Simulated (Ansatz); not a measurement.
GaP under changes of volume

One of the cells (20.240 Å³/atom); the others are scaled copies at fixed shape and fractional positions:

```xyz
2
Lattice="0.0000 2.7252 2.7252 2.7252 0.0000 2.7252 2.7252 2.7252 0.0000" Properties=species:S:1:pos:R:3 pbc="T T T"
Ga    0.0000    0.0000    0.0000
P     4.0879    4.0879    4.0879
```

```yaml
Program: Ansatz 0.2.0
Functional: LDA
Potentials_or_basis: all-electron LAPW, scalar-relativistic
Cutoff: 279 eV (chosen from the basis error)
Basis_error_allowed: 0.001 eV/atom
k_mesh: 8 × 8 × 8
Occupations: fermi-dirac, width 0.05 eV
Spin: no spin polarisation
```

```tsv
volume (Å³/atom)	energy over the lowest point (meV/atom)	pressure (GPa)	gap on the mesh (eV)
19.026	4.46	2.8	1.37
19.431	0.00	0.8	1.41
19.836	0.48	-1.1	1.46
20.240	5.35	-2.7	1.49
20.645	14.14	-4.2	1.44
21.050	26.44	-5.5	1.29
21.455	?	?	?
```

Q: What does the run at 21.455 Å³/atom give?

A: Energy over the lowest point 41.85 meV/atom; pressure -6.7 GPa; gap on the mesh 1.13 eV.

Worked out: A Birch-Murnaghan fit of order 3 (a polynomial in V^(-2/3)) to the other rows has its minimum at 19.59 Å³/atom with B0 = V·E''(V) = 90 GPa and B' = 4.6. It gives 41.85 meV/atom at 21.455 Å³/atom, against the run's 41.85, and -dE/dV = -6.7 GPa, against -6.7. A parabola through the other rows of the gap, of slope -8.52 eV per unit of ln V there, extrapolates to 1.17 eV, against the run's 1.13.

Energies are extrapolated to zero smearing.

A mesh can miss the band edges. Spin-orbit coupling on Ga is left out.
